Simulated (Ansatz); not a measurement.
Ge:

```
Ge
1.0
     0.00000    2.88574    5.11566
     2.63050    0.00000    5.11566
     2.63050    2.88574    0.00000
Ge
4
Direct
  0.72649 0.27351 0.72649
  0.27351 0.72649 0.27351
  0.21813 0.21813 0.78187
  0.78187 0.78187 0.21813
```

This isn't the form of Ge at room conditions, which is diamond.

```yaml
Program: Ansatz 0.2.0
Task: relaxation of cell and atoms
Functional: PBEsol
Potentials_or_basis: Ansatz PAW
Cutoff: "420 eV (not typed: the program's choice for these potentials)"
k_mesh: 7 × 7 × 7
Occupations: fermi-dirac, width 0.05 eV
Spin: no spin polarisation
```

At the start: volume 19.42 Å³/atom.

Problem. Where does the relaxation end?

Solution. It ends after 5 steps and the volume is 18.38 Å³/atom (-5.3 %); space group Fmmm (No. 69, to 0.05 Å).

Step by step:
```tsv
step	energy change (eV)	largest force (eV/Å)	volume (Å³)
1	0.0000	0.0429	77.67
2	-0.0398	0.0470	71.71
3	-0.0512	0.0293	73.73
4	-0.0517	0.0067	73.53
5	-0.0509	0.0065	73.53
```

Final structure:
```cif
data_structure
_symmetry_space_group_name_H-M 'P 1'
_symmetry_Int_Tables_number 1
_cell_length_a 5.7239
_cell_length_b 5.5975
_cell_length_c 3.8594
_cell_angle_alpha 71.844
_cell_angle_beta 68.313
_cell_angle_gamma 39.843
_cell_volume 73.53
loop_
_atom_site_label
_atom_site_type_symbol
_atom_site_fract_x
_atom_site_fract_y
_atom_site_fract_z
_atom_site_occupancy
Ge1 Ge 0.72654 0.27346 0.72654 1
Ge2 Ge 0.27346 0.72654 0.27346 1
Ge3 Ge 0.22345 0.22345 0.77655 1
Ge4 Ge 0.77655 0.77655 0.22345 1
```

Caveat: the plane-wave basis is chosen anew once the cell has moved, so the energies of steps on either side of that aren't comparable; the PAW data sets come from PBE, with cores solved anew for the run's functional, which leaves a small shift of forces and pressure.
